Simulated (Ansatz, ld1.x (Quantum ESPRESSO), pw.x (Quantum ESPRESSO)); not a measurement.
**Tc (Z = 43): one change to the TM potential, in the atom and in the fcc crystal**

| Property | Result |
| --- | --- |
| Element | technetium (Tc) |
| Generator | ld1.x (Quantum ESPRESSO) 7.5 |
| Type | norm-conserving Troullier–Martins (Kleinman–Bylander form) |
| Functional | PBE |
| Relativity | scalar-relativistic |
| Frozen core | [Kr] |
| Valence charge | 7 |
| Reference configuration | 4d5 5s2 5p0 |
| Partial waves | 5p (bound, empty): rc 3.55 bohr; 4d (bound): rc 1.35 bohr; 5s (bound): rc 2.45 bohr |
| Local potential | the s channel |
| Core correction | none |

Change: wave 5s (bound): rc 2.45 bohr becomes 5s (bound): rc 3.74 bohr.

Cutoffs, loose and tight: the cutoffs (Ry, on a coarse ladder) from which the occupation-weighted sum of valence levels, in a spherical-Bessel basis at the reference potential, stays within 10 and 1 mRy of its value at 400 Ry. They do not see the model core or the augmentation charge, which bear on the density cutoff. Test errors are all-electron minus pseudo excitation energies from the reference, over the configurations 4d5 5s1 5p0; 4d5 5s0 5p0; 4d4 5s0 5p0; 4d4 5s2 5p0; 4d5 5s1.5 5p0; 4d4 5s2 5p1; 4d5 5s1 5p1; variants that change the core or the reference have their own tests.

Crystal test: fcc Tc in pw.x 7.5, no spin, 15³ k-points, Fermi–Dirac smearing 0.01 Ry, cutoffs set for each file from its atomic test. The reference is all-electron LAPW (Ansatz 0.2.0) with the same functional, mesh and smearing; V0 and B0 come from Birch–Murnaghan fits to the pressures at five volumes. Errors are pseudo minus all-electron; Δ is the rms difference of the E(V) curves that follow from these fits, minima aligned, over ±6 % about the mean V0. Mesh and smearing are coarse, so the numbers serve the comparison and aren't converged zero-temperature values; the lattice is a test structure that the element need not adopt.

All-electron: a0 = 3.873 Å (V0 = 14.52 Å³/atom), B0 = 295.3 GPa.

Problem. Does the change bring the crystal closer to the all-electron result?

Solution. The mean pressure error goes from +22.26 to -18.38 GPa, so the change moves the solid closer to the all-electron pressures. Neither pressure curve crosses zero within the volumes sampled, so no fits are given.

```tsv
quantity	base	changed
outcome (atom)	generated	generated
cutoff, loose (atom)	50 Ry	50 Ry
cutoff, tight (atom)	70 Ry	70 Ry
bound ghosts (atom)	none	none
largest test error (meV) (atom)	-122	-64 over the solved tests; 1 of 7 tests not solved or not reliable
cutoffs in pw.x (Ry)	85/340	85/340
mean pressure error (GPa)	+22.26	-18.38
```

Base: The largest radius (3.55 bohr) exceeds half the bond length (2.59 bohr), so the spheres overlap, which is one possible source of error among others. This is a poor potential for the solid. Changed file: The largest radius (3.74 bohr) exceeds half the bond length (2.59 bohr), so the spheres overlap, which is one possible source of error among others. This is a poor potential for the solid. Atomic configuration tests: 1 of 7 tests not solved or not reliable. The atomic cutoffs weigh occupied waves only.
